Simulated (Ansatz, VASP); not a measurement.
This is a calculation of Te for Ansatz 0.2.0.

Contents of input.yaml:

```yaml
crystal:
  lattice:
    - [2.3059043427, 1.331314493, 1.6909537039]
    - [-2.3059043427, 1.331314493, 1.6909537039]
    - [0.0, -2.662628986, 1.6909537039]
  atoms:
    - { symbol: Te, position: [0.5, 0.5, 0.5] }
hamiltonian:
  xc: pbesol
  pseudopotentials: { kind: paw }
kpoints:
  mp_grid: { grid: [9, 9, 9] }
scf:
  occupations: { method: fermi_dirac, width: 0.05 }
output:
  forces: true
  stress: true
  eigenvalues: true
relax:
  f_tol: 0.01
  max_steps: 40
  cell: { stress_tol: 0.05 }
```

Potentials or basis: Ansatz PAW.

Launch:

```console
$ ansatz run input.yaml --threads 2 --pin off --max-ram 5632MiB --backend cpu --events-out ev --progress --plain --runs-dir out
```

**Question.** Translate it to VASP 6.6.1. Potentials there: VASP PAW PBE potentials, release 64 (Te).

**Answer.** As run (the cutoff follows the program's own potentials):

INCAR

```
SYSTEM = Te
  PREC = Accurate
  ENCUT = 600
  EDIFF = 1E-6
  ISMEAR = -1
  SIGMA = 0.05
  LREAL = .FALSE.
  LASPH = .TRUE.
  NELM = 100
  ALGO = Normal
  ISIF = 3
  LWAVE = .FALSE.
  LCHARG = .FALSE.
  GGA = PS
  IBRION = 2
  NSW = 60
  EDIFFG = -0.01
```

File KPOINTS:

```
regular mesh
0
G
  9 9 9
  0 0 0
```

File POSCAR:

```
Te
1.0
    2.3059043427      1.3313144930      1.6909537039
   -2.3059043427      1.3313144930      1.6909537039
    0.0000000000     -2.6626289860      1.6909537039
Te
1
Direct
    0.5000000000      0.5000000000      0.5000000000
```

Potentials or basis: VASP PAW PBE potentials, release 64 (Te).

Launch:

```bash
$ cat potpaw_PBE.64/Te/POTCAR > POTCAR
$ mpirun -np 1 vasp_std > vasp.out
```

Both were run:

|  | VASP | Ansatz | Ansatz less VASP |
| --- | --- | --- | --- |
| gap on the k mesh at the Fermi level, each at its own relaxed structure (eV) | none | none | - |
| relaxed volume (Å³/atom) | 31.30 | 31.29 | -0.012 |
| relaxed cell length with the largest relative difference (Å) | 3.154 | 3.153 | -0.0004 |
| energy change over the relaxation (meV/atom) | -1 | -1 | -0.1 |

A gap of «none» marks a metal or a gap that the smearing closes. The two sets of potentials don't hold the same shells in valence.

Caveats: the PAW data sets were made with another functional, which shifts forces and pressure a little (VASP); the plane-wave basis is chosen anew once the cell has moved, so the energies of steps on either side of that aren't comparable (Ansatz); the PAW data sets come from PBE, with cores solved anew for the run's functional, which leaves a small shift of forces and pressure (Ansatz). The runs have no spin-orbit coupling, so splittings on Te are missing.
